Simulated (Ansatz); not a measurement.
Au in Ansatz: the effect of target pressure

The system is Au.

```
Au
1.0
     2.90000    0.00000    0.00000
    -1.45000    2.51147    0.00000
     0.00000    0.00000    4.88000
Au
2
Direct
  0.66667 0.33333 0.25000
  0.33333 0.66667 0.75000
```

This isn't the form of Au at room conditions, which is fcc.

Alike in all runs:

```yaml
Program: Ansatz 0.2.0
Task: relaxation of cell and atoms
Functional: PBEsol
Potentials_or_basis: Ansatz PAW
Cutoff: "420 eV (not typed: the program's choice for these potentials)"
k_mesh: 11 × 11 × 6
Occupations: fermi-dirac, width 0.05 eV
Spin: no spin polarisation
```

Each run relaxes the cell or the atoms first.

Problem. One run gave: relaxed volume 15.06 Å³/atom. Which target pressure did it use?
A. 30 GPa
B. 10 GPa
C. 5 GPa
D. 2 GPa
E. 0 GPa

Solution. A.

```csv
target pressure,relaxed volume (Å³/atom)
0 GPa,17.02
2 GPa,16.83
5 GPa,16.57
10 GPa,16.19
20 GPa,15.56
30 GPa,15.06
```

Caveats: the plane-wave basis is chosen anew once the cell has moved, so the energies of steps on either side of that aren't comparable; the PAW data sets come from PBE, with cores solved anew for the run's functional, which leaves a small shift of forces and pressure; the volume moved by over 15 % at a fixed basis, so the end points are rough (some runs).
